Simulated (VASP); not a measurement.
# MgO (Periclase) (Fm-3m) in VASP: notebook, part 2 of 2

VASP 6.6.1. The steps go on from the part before.

**4. Band structure, TB-mBJ**

Input file POSCAR:

```
MgO                                     
1.0
    0.0000000000      2.1039232588      2.1039232588
    2.1039232588      0.0000000000      2.1039232588
    2.1039232588      2.1039232588      0.0000000000
  Mg              O             
     1     1
Direct
     0.0000000000000000    0.0000000000000000    0.0000000000000000
     0.5000000000000000    0.5000000000000000    0.5000000000000000
```

Input file INCAR.step1:

```
SYSTEM = MgO
PREC = Accurate
ENCUT = 520
EDIFF = 1E-5
ISMEAR = 0
SIGMA = 0.03
LREAL = .FALSE.
LASPH = .TRUE.
NELM = 80
ALGO = Normal
ISIF = 2
LWAVE = .TRUE.
LCHARG = .FALSE.
NBANDS = 11
GGA = PE
```

Input file INCAR.step2:

```
SYSTEM = MgO
PREC = Accurate
ENCUT = 520
EDIFF = 1E-6
ISMEAR = 0
SIGMA = 0.03
LREAL = .FALSE.
LASPH = .TRUE.
NELM = 80
ALGO = Normal
ISIF = 2
LWAVE = .FALSE.
LCHARG = .FALSE.
METAGGA = MBJ
NBANDS = 11
ISTART = 1
```

Input file KPOINTS:

```
regular mesh
0
G
  12 12 12
  0 0 0
```

KPOINTS_OPT is that of step 3.

Potentials or basis: VASP PAW PBE potentials, release 64 (Mg, O).

Run with:

```sh
$ cat potpaw_PBE.64/Mg/POTCAR potpaw_PBE.64/O/POTCAR > POTCAR
$ cp INCAR.step1 INCAR
$ mpirun -np 1 vasp_std > vasp.out
$ cp INCAR.step2 INCAR
$ mpirun -np 1 vasp_std > vasp.out
```

OUTCAR:

```text
SYSTEM = MgO
   PREC = Accurate
   ENCUT = 520
   EDIFF = 1E-6
   ISMEAR = 0
   LREAL = .FALSE.
   LASPH = .TRUE.
   NELM = 80
   ISIF = 2
   METAGGA = MBJ
   ISTART = 1

 ion  position               nearest neighbor table
   1  0.000  0.000  0.000-   2 2.10   2 2.10   2 2.10   2 2.10   2 2.10   2 2.10
   2  0.500  0.500  0.500-   1 2.10   1 2.10   1 2.10   1 2.10   1 2.10   1 2.10

  LATTYP: Found a face centered cubic cell.
 ALAT       =     4.2078465176

  Lattice vectors:

 A1 = (   0.0000000000,   2.1039232588,   2.1039232588)
 A2 = (   2.1039232588,   0.0000000000,   2.1039232588)
 A3 = (   2.1039232588,   2.1039232588,   0.0000000000)

Analysis of symmetry for initial positions (statically):
=====================================================================
 Subroutine PRICEL returns:
 Original cell was already a primitive cell.

 Routine SETGRP: Setting up the symmetry group for a
 face centered cubic supercell.

 Subroutine GETGRP returns: Found 48 space group operations
 (whereof 48 operations were pure point group operations)
 out of a pool of 48 trial point group operations.

[... 173 lines left out ...]
      1     -14.5229      2.00000
      2       3.7264      2.00000
      3       3.7264      2.00000
      4       3.7265      2.00000
      5      10.5229      0.00000
      6      21.6260      0.00000
      7      21.6260      0.00000
      8      21.6260      0.00000
      9      26.2930      0.00000
     10      26.8683      0.00000
     11      26.8683      0.00000
[... 309 lines left out ...]
 k-point    24 :      -0.4167    0.1667    0.0000
  band No.  band energies     occupation
      1     -13.4621      2.00000
      2       0.1195      2.00000
      3       2.3835      2.00000
      4       3.0250      2.00000
      5      14.9680      0.00000
      6      18.4582      0.00000
      7      20.2253      0.00000
      8      22.8806      0.00000
      9      27.0071      0.00000
     10      28.6528      0.00000
     11      30.8528      0.00000

 [... further k-points ...]

------------------------ aborting loop because EDIFF is reached ----------------------------------------

  FORCE on cell =-STRESS in cart. coord.  units (eV):
  Direction    XX          YY          ZZ          XY          YZ          ZX
  --------------------------------------------------------------------------------------
  -------------------------------------------------------------------------------------
  Total       23.4485952     23.4485952     23.4485952      0.0000000     -0.0000000      0.0000000
  in kB     2017.0085183   2017.0085183   2017.0085183      0.0000000     -0.0000000      0.0000000
  external PRESSURE =    2017.0085183 kB  Pullay stress =       0.0000000 kB

 VOLUME and BASIS-vectors are now :
 -----------------------------------------------------------------------------
  energy-cutoff  :      520.00
  volume of cell :       18.63
      direct lattice vectors                 reciprocal lattice vectors
     0.000000000  2.103923259  2.103923259    -0.237651254  0.237651254  0.237651254
     2.103923259  0.000000000  2.103923259     0.237651254 -0.237651254  0.237651254
     2.103923259  2.103923259  0.000000000     0.237651254  0.237651254 -0.237651254

 POSITION                                       TOTAL-FORCE (eV/Angst)
 -----------------------------------------------------------------------------------
      0.00000      0.00000      0.00000        -0.000000      0.000000      0.000000
      2.10392      2.10392      2.10392         0.000000     -0.000000      0.000000
 -----------------------------------------------------------------------------------
    total drift:                               -0.000000     -0.000000      0.000000

  FREE ENERGIE OF THE ION-ELECTRON SYSTEM (eV)
  ---------------------------------------------------
  free  energy   TOTEN  =        25.1031753397 eV

  energy  without entropy=       25.1031753397  energy(sigma->0) =       25.10317534
```

OUTCAR.step1:

```text
SYSTEM = MgO
   PREC = Accurate
   ENCUT = 520
   EDIFF = 1E-5
   ISMEAR = 0
   LREAL = .FALSE.
   LASPH = .TRUE.
[... 559 lines left out ...]
      0.00000      0.00000      0.00000         0.000000      0.000000     -0.000000
      2.10392      2.10392      2.10392        -0.000000     -0.000000      0.000000
 -----------------------------------------------------------------------------------
    total drift:                               -0.000000     -0.000000      0.000000

  FREE ENERGIE OF THE ION-ELECTRON SYSTEM (eV)
  ---------------------------------------------------
  free  energy   TOTEN  =       -11.9040070560 eV

  energy  without entropy=      -11.9040070560  energy(sigma->0) =      -11.90400706
```

OSZICAR.step1:

```text
N       E                     dE             d eps       ncg     rms          rms(c)
DAV:   1     0.124496324833E+02    0.12450E+02   -0.46715E+03  1832   0.642E+02
DAV:   2    -0.129256592977E+02   -0.25375E+02   -0.24577E+02  1817   0.136E+02
DAV:   3    -0.134637254925E+02   -0.53807E+00   -0.53758E+00  1902   0.164E+01
DAV:   4    -0.134649303370E+02   -0.12048E-02   -0.12048E-02  1752   0.905E-01
DAV:   5    -0.134649342518E+02   -0.39147E-05   -0.39147E-05  1839   0.505E-02    0.722E+00
DAV:   6    -0.119210842456E+02    0.15439E+01   -0.87467E+00  1629   0.163E+01    0.221E+00
DAV:   7    -0.119095506418E+02    0.11534E-01   -0.52949E-02  1740   0.208E+00    0.134E+00
DAV:   8    -0.119043519503E+02    0.51987E-02   -0.27144E-02  1668   0.185E+00    0.231E-01
DAV:   9    -0.119040066305E+02    0.34532E-03   -0.52172E-04  1812   0.160E-01    0.130E-01
DAV:  10    -0.119040051952E+02    0.14353E-05   -0.45930E-04  1743   0.159E-01    0.841E-03
DAV:  11    -0.119040070560E+02   -0.18608E-05   -0.22571E-06   990   0.129E-02
   1 F= -.11904007E+02 E0= -.11904007E+02  d E =-.305385E-24
```

Wall time 44 s (1 thread of Intel Xeon 6975P-C (Granite Rapids), shared host); peak memory 0.16 GiB.

Results:

```yaml
Band_gap_on_the_k_mesh: 6.80 eV, direct
Band_gap_along_the_path: 6.80 eV, direct
```

Levels at the corners of the path, in eV from the valence-band top:
```
point  band 2  band 3  band 4  band 5  band 6  band 7
    Γ    0.00    0.00    0.00    6.80   17.90   17.90
    X   -3.52   -1.20   -1.20   11.50   12.29   15.56
    X   -3.52   -1.20   -1.20   11.50   12.29   15.56
    W   -2.52   -2.52   -1.52   13.95   13.95   14.51
    W   -2.52   -2.52   -1.52   13.95   13.95   14.51
    K   -2.99   -2.31   -1.02   12.39   14.09   14.91
    K   -2.99   -2.31   -1.02   12.39   14.09   14.91
    Γ    0.00    0.00    0.00    6.80   17.90   17.90
    Γ    0.00    0.00    0.00    6.80   17.90   17.90
    L   -3.96   -0.59   -0.59   10.13   15.02   18.42
    L   -3.96   -0.59   -0.59   10.13   15.02   18.42
    U   -2.99   -2.31   -1.02   12.39   14.09   14.91
    U   -2.99   -2.31   -1.02   12.39   14.09   14.91
    W   -2.52   -2.52   -1.52   13.95   13.95   14.51
    W   -2.52   -2.52   -1.52   13.95   13.95   14.51
    L   -3.96   -0.59   -0.59   10.13   15.02   18.42
    L   -3.96   -0.59   -0.59   10.13   15.02   18.42
    K   -2.99   -2.31   -1.02   12.39   14.09   14.91
    U   -2.99   -2.31   -1.02   12.39   14.09   14.91
    X   -3.52   -1.20   -1.20   11.50   12.29   15.56
```

Caveat: the PAW data sets were made with another functional, which shifts forces and pressure a little.

**5. The runs side by side**

```csv
level,potentials or basis,gap on the mesh (eV),pressure (GPa)
LDA,"VASP PAW LDA potentials, release 64 (Mg, O)",4.69,-7.3
r2SCAN,"VASP PAW PBE potentials, release 64 (Mg, O)",5.63,-1.6
TB-mBJ,"VASP PAW PBE potentials, release 64 (Mg, O)",6.80,-
```

Alike in all rows: task band structure; no spin polarisation; cell as given; k mesh 12 × 12 × 12; cutoff (eV) 520; smearing gaussian 0.03 eV.

Caveats: the PAW data sets were made with another functional, which shifts forces and pressure a little (some runs).

Absolute energies hang on the potentials; compare differences alone.

**6. How close it comes**

Step 2. Measured gap of MgO: 7.83 eV (quoted in “Electronic structure of alkaline earth and post-transition metal oxides”, 2009, arxiv:0908.1581). This calculation gives 4.69 eV (-3.14 eV). The value is that of LDA, without temperature or zero-point motion. Semilocal functionals fall short of measured gaps as a rule.

Step 3. A measured gap of MgO is 7.83 eV (quoted in “Electronic structure of alkaline earth and post-transition metal oxides”, 2009, arxiv:0908.1581); the calculated 5.63 eV misses it by -2.20 eV. The value is that of r2SCAN, without temperature or zero-point motion.

Step 4. Measured gap of MgO: 7.83 eV (quoted in “Electronic structure of alkaline earth and post-transition metal oxides”, 2009, arxiv:0908.1581). This calculation gives 6.80 eV (-1.03 eV). The value is that of TB-mBJ, without temperature or zero-point motion.
